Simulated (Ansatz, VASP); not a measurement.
WS in VASP and in Ansatz

```
W S
1.0
     3.25624    0.00000    0.00000
    -1.62812    2.81998    0.00000
     0.00000    0.00000    6.37681
W S
2 2
Cartesian
  0.0000 0.0000 0.0000
  0.0000 0.0000 3.1884
  0.0000 1.8800 1.5942
  1.6281 0.9400 4.7826
```

Alike in both runs: functional PBE; k mesh 6 × 6 × 4; occupations gaussian, width 0.1 eV; no spin polarisation.

Ansatz relaxed the structure, and its values are those at the end. VASP's run is a single point on that final structure, the one shown.

|  | VASP | Ansatz |
| --- | --- | --- |
| version | VASP 6.6.1 | Ansatz 0.2.0 |
| potentials or method | VASP PAW PBE potentials, release 64 (W_sv, S) | scalar-relativistic, plane waves, PAW |
| plane-wave cutoff (eV) | 520 | 420 |
| valence electrons in the cell | 40 | 40 |

```csv
,VASP,Ansatz,Ansatz less VASP
gap on the k mesh at the Fermi level (eV),none,none,-
pressure (GPa),0.3,0.0,-0.29
```

A gap of «none» marks a metal or a gap that the smearing closes.

Caveats: the k mesh is coarse (spacing up to 0.37 Å⁻¹), so the values aren't converged. The runs have no spin-orbit coupling, so splittings on W are missing.
